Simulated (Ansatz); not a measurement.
# What a change of settings does to a run on Sr

The geometry is COD entry 1540836, unchecked; take it as a test cell. The listed cell was then made from it by scaling, straining or moving an atom.

First run: DFT, PBE, PAW with Ansatz's default frozen-core files, scalar-relativistic (Ansatz 0.2.0).

Command: `ansatz run input.yaml --threads 1 --pin off --max-ram 2048MiB --backend cpu --events-out ev --progress --plain --runs-dir out` The run took 30 s on 1 thread of Arm Neoverse V1 (shared host), peak memory 0.4 GiB.

```yaml
crystal:
  lattice:
    - [4.31, 0.0, 0.0]
    - [-2.155, 3.7325694903, 0.0]
    - [0.0, 0.0, 7.05]
  atoms:
    - { symbol: Sr, position: [0.2921278633, 0.5712051867, 0.25963496] }
    - { symbol: Sr, position: [0.6127858667, 0.3221728833, 0.78674266] }
kpoints:
  mp_grid: { grid: [6, 6, 3] }
scf:
  occupations: { method: fermi_dirac, width: 0.05 }
hamiltonian:
  xc: pbe
  pseudopotentials: { kind: paw }
output:
  forces: true
  stress: true
  efg: { contact_densities: true }
relax:
  f_tol: 0.01
  max_steps: 80
  cell: {}
```

Result: converged; relaxed volume 55.619 Å³/atom; 34 SCF iterations in all.

The input is then changed:

```diff
@@ -8,5 +8,5 @@
     - { symbol: Sr, position: [0.6127858667, 0.3221728833, 0.78674266] }
 kpoints:
-  mp_grid: { grid: [6, 6, 3] }
+  mp_grid: { grid: [4, 4, 2] }
 scf:
   occupations: { method: fermi_dirac, width: 0.05 }
```

Task: What does the second run give?

Result: It converged; energy at zero smearing -34.2 meV/atom from the first run; relaxed volume 56.163 Å³/atom; 32 SCF iterations in all. Some of these settings are too coarse for converged properties.
